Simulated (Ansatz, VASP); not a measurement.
# One calculation of Na, two programs

Contents of INCAR:

```
PREC = Accurate
ENCUT = 520
EDIFF = 1E-7
ISMEAR = -1
SIGMA = 0.03
LREAL = F
LASPH = T
NELM = 100
ALGO = Normal
ISIF = 2
LWAVE = F
LCHARG = T
GGA = PE
LELF = T
LVHAR = T
NBANDS = 10
```

Contents of KPOINTS:

```
regular mesh
0
Gamma
  11 11 11
```

The input POSCAR:

```
Na
1.0
   -2.0746412990      2.0746412990      2.0746412990
    2.0746412990     -2.0746412990      2.0746412990
    2.0746412990      2.0746412990     -2.0746412990
Na
1
Direct
    0.0000000000      0.0000000000      0.0000000000
```

Input for Ansatz:

```yaml
crystal:
  lattice:
    - [-2.074641299, 2.074641299, 2.074641299]
    - [2.074641299, -2.074641299, 2.074641299]
    - [2.074641299, 2.074641299, -2.074641299]
  atoms:
    - { symbol: Na, position: [0.0, 0.0, 0.0] }
kpoints:
  mp_grid: { grid: [11, 11, 11] }
scf:
  occupations: { method: fermi_dirac, width: 0.03 }
hamiltonian:
  xc: pbe
  pseudopotentials: { kind: all_electron, lapw: { basis_error: 0.0005 } }
output:
  forces: true
  stress: true
  eigenvalues: true
```

Change from the starting cell: volume scaled by 0.9405.

Alike in both runs: task single point; functional PBE; k mesh 11 × 11 × 11; occupations fermi-dirac, width 0.03 eV; no spin polarisation.

|  | VASP | Ansatz |
| --- | --- | --- |
| version | VASP 6.6.1 | Ansatz 0.2.0 |
| potentials or method | VASP PAW PBE potentials, release 64 (Na_pv) | all-electron LAPW, scalar-relativistic |
| plane-wave cutoff (eV) | 520 | see its input |

```csv
,VASP,Ansatz,Ansatz less VASP
pressure (GPa),0.3,0.3,+0.01
```

Ansatz ran all-electron here, so the differences hold the error of VASP's frozen core and of both bases.
